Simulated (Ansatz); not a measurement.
Runs of Ansatz 0.2.0 on Ta2N. It takes space group P-3m1 (No. 164, trigonal). The conventional cell has a = 3.113 Å, b = 3.113 Å, c = 4.870 Å, α = 90.00°, β = 90.00°, γ = 120.00°. Ta (site symmetry 3m) is surrounded by 3 N at 2.18 Å. N (site symmetry -3m) is surrounded by 6 Ta at 2.18 Å. The cell comes from a database or a generator and needn't be the stable form of this composition.

```csv
task,potentials or basis,k mesh,cutoff (eV),smearing,basis error allowed,mesh quality,gap on the mesh (eV),pressure (GPa),largest force (eV/Å)
phonons,"all-electron LAPW, scalar-relativistic",10 × 10 × 6,361,fermi-dirac 0.05 eV,0.002 eV/atom,not flagged,none,-,0.30
elastic constants,"all-electron LAPW, scalar-relativistic",8 × 8 × 4,361,fermi-dirac 0.05 eV,0.002 eV/atom,coarse,none,-9.1,0.31
single point,"all-electron LAPW, scalar-relativistic",6 × 6 × 4,337,fermi-dirac 0.03 eV,0.002 eV/atom,coarse,none,(a),0.56
density of states,all-electron PAW datasets made for the crystal,10 × 10 × 6,480,fermi-dirac 0.05 eV,-,not flagged,none,-9.1,0.30
```

Alike in all rows: level PBEsol; no spin polarisation; cell as given.

Q: Fill in the values left out.

A: (a) -9.0.

Caveats: some runs use coarse meshes; a metal's response needs a denser mesh (some runs); the k mesh is thin for a metal, which can move the energy by tens of meV per atom (some runs); the cell is more than 3 GPa from zero pressure, which shifts response properties (some runs); elastic constants of metals need much finer meshes, so these are rough (some runs); the program warned that the printed levels may be off, so bands, gaps and densities of states are rough (some runs).

A k mesh can miss the band edges, and the runs leave out spin-orbit coupling on Ta.

A gap of «none» marks a metal or a gap under the smearing width.

The runs don't all hold the same shells in valence.
